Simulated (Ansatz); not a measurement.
# GaP (F-43m): scan of the energy under strain from a Python script

What does a strain cost in GaP (F-43m)? Wanted for GaP (F-43m): a scan of the energy under strain.

Computed with the Python package of Ansatz 0.2.0. Level of theory: DFT PBE, plane waves, PAW.

**1. Starting point**

It takes space group F-43m (No. 216, cubic). Conventional cell: a = 5.451 Å, b = 5.451 Å, c = 5.451 Å, α = 90.00°, β = 90.00°, γ = 90.00°. Ga (site symmetry -43m) has 4 P at 2.36 Å as nearest neighbours. Around P (site symmetry -43m) lie 4 Ga at 2.36 Å.

The script holds or builds the structure itself.

**2. The code**

Input file run_strain.py:

```python
"""Energy of GaP under biaxial strain, ions carried with the cell."""

import warnings

import ansatz as az
import matplotlib.pyplot as plt
import numpy as np

vectors0 = np.array([
    [0.0, 2.72525, 2.72525],
    [2.72525, 0.0, 2.72525],
    [2.72525, 2.72525, 0.0],
])
sites = [
    ("Ga", (0.0, 0.0, 0.0)),
    ("P", (0.25, 0.25, 0.25)),
]


def build(cell):
    crystal = az.Crystal(lattice=az.Lattice.of(cell))
    for symbol, position in sites:
        crystal = crystal.atom(symbol, position)
    return crystal


def main() -> None:
    warnings.simplefilter("ignore", az.DeckWarning)

    # clamped ions: the fractional positions stay as typed
    values = np.linspace(-0.01, 0.01, 7)
    energies = []
    for d in values:
        strain = np.diag([d, d, 0])
        cell = vectors0 @ (np.eye(3) + strain)
        setup = (
            build(cell).calculation()
            .occupations("gaussian", width=0.02)
            .basis(520)
            .kpoints(6, 6, 6)
            .stress()
        )
        rep = setup.run(threads=1).report
        energies.append(rep["free_energy_ev"] / len(sites))
        s = rep["stress_gpa"]
        print(f"d = {d:+.4f}  stress xx yy zz xy (GPa, compression positive): {s[0][0]:8.3f} {s[1][1]:8.3f} {s[2][2]:8.3f} {s[0][1]:8.3f}")
    energies = np.array(energies)

    for value, e in zip(values, energies):
        print(f"strain {value:7.3f}   E - Emin = {1000 * (e - energies.min()):9.3f} meV/atom")
    plt.figure(figsize=(4.5, 3))
    plt.plot(values, 1000 * (energies - energies.min()), "o-")
    plt.xlabel("strain")
    plt.ylabel("meV/atom")
    plt.tight_layout()
    plt.savefig("strain.png", dpi=100)
    curvature = 2 * np.polyfit(values, energies, 3)[1]
    volume = abs(np.linalg.det(vectors0)) / len(sites)
    print(f"d2E/dd2 over the volume: {curvature / volume * 160.21766:.1f} GPa")


if __name__ == "__main__":
    main()
```

**3. The calls as engine input**

The package turns the script's settings into the engine's input (first run):

```yaml
crystal:
  lattice:
    - [0.0, 2.6979975, 2.72525]
    - [2.6979975, 0.0, 2.72525]
    - [2.6979975, 2.6979975, 0.0]
  atoms:
    - { symbol: Ga, position: [0.0, 0.0, 0.0] }
    - { symbol: P, position: [0.25, 0.25, 0.25] }
basis:
  ecutwfc: 520.0
kpoints:
  mp_grid:
    grid: [6, 6, 6]
scf:
  occupations:
    method: gaussian
    width: 0.02
output:
  stress: true
```

**4. Running it**

On the command line:

```bash
$ python run_strain.py
```

The program printed:

```text
d = -0.0100  stress xx yy zz xy (GPa, compression positive):    4.631    4.631    3.877   -0.000
d = -0.0067  stress xx yy zz xy (GPa, compression positive):    3.910    3.910    3.411    0.000
d = -0.0033  stress xx yy zz xy (GPa, compression positive):    3.209    3.209    2.962   -0.000
d = +0.0000  stress xx yy zz xy (GPa, compression positive):    2.529    2.529    2.529    0.000
d = +0.0033  stress xx yy zz xy (GPa, compression positive):    1.868    1.868    2.111    0.000
d = +0.0067  stress xx yy zz xy (GPa, compression positive):    1.227    1.227    1.709    0.000
d = +0.0100  stress xx yy zz xy (GPa, compression positive):    0.605    0.605    1.322    0.000
strain  -0.010   E - Emin =    12.896 meV/atom
strain  -0.007   E - Emin =     9.331 meV/atom
strain  -0.003   E - Emin =     6.349 meV/atom
strain   0.000   E - Emin =     3.940 meV/atom
strain   0.003   E - Emin =     2.085 meV/atom
strain   0.007   E - Emin =     0.777 meV/atom
strain   0.010   E - Emin =     0.000 meV/atom
d2E/dd2 over the volume: 397.2 GPa
```

Wall time 15 s (1 thread of Arm Neoverse V1, shared host); peak memory 0.41 GiB.

**5. What changed from run to run**

The engine's inputs for some of the other runs:

Run 2, against run 1:

```diff
@@ -3,3 +3,3 @@
-    - [0.0, 2.6979975, 2.72525]
-    - [2.6979975, 0.0, 2.72525]
-    - [2.6979975, 2.6979975, 0.0]
+    - [0.0, 2.7070816666666664, 2.72525]
+    - [2.7070816666666664, 0.0, 2.72525]
+    - [2.7070816666666664, 2.7070816666666664, 0.0]
```

Run 3, against run 1:

```diff
@@ -3,3 +3,3 @@
-    - [0.0, 2.6979975, 2.72525]
-    - [2.6979975, 0.0, 2.72525]
-    - [2.6979975, 2.6979975, 0.0]
+    - [0.0, 2.716165833333333, 2.72525]
+    - [2.716165833333333, 0.0, 2.72525]
+    - [2.716165833333333, 2.716165833333333, 0.0]
```

Run 4, against run 1:

```diff
@@ -3,3 +3,3 @@
-    - [0.0, 2.6979975, 2.72525]
-    - [2.6979975, 0.0, 2.72525]
-    - [2.6979975, 2.6979975, 0.0]
+    - [0.0, 2.72525, 2.72525]
+    - [2.72525, 0.0, 2.72525]
+    - [2.72525, 2.72525, 0.0]
```

**6. What each run gave**

From the records of these 7 runs:

```csv
run,strain,energy from run 7 (meV/atom),pressure (GPa),SCF cycles,CPU time (s)
1,-0.010,12.90,4.38,6,2.2
2,-0.007,9.33,3.74,6,2
3,-0.003,6.35,3.13,6,2
4,0.000,3.94,2.53,6,1.1
5,0.003,2.09,1.95,6,1.9
6,0.007,0.78,1.39,6,1.9
7,0.010,0.00,0.84,6,2
```

**7. Summary of results**

```
                  quantity           value
curvature under the strain       397.2 GPa
             runs compared               7
           range of energy  12.90 meV/atom
      lowest point, strain           0.010
```

What this shows: Against the unstrained cell the energy per atom changes by +8.96 meV at one end of the scan and -3.94 meV at the other, and its second derivative over the volume is 397.2 GPa. The minimum lies outside the range, as the cell stands under stress. What to keep in mind:
- The curvature belongs to this strain pattern and to the cell's stress; it equals a single elastic constant only for simple patterns.
- No functional is typed, so the default, PBE, holds.
- The ions keep their fractional positions (clamped ions).
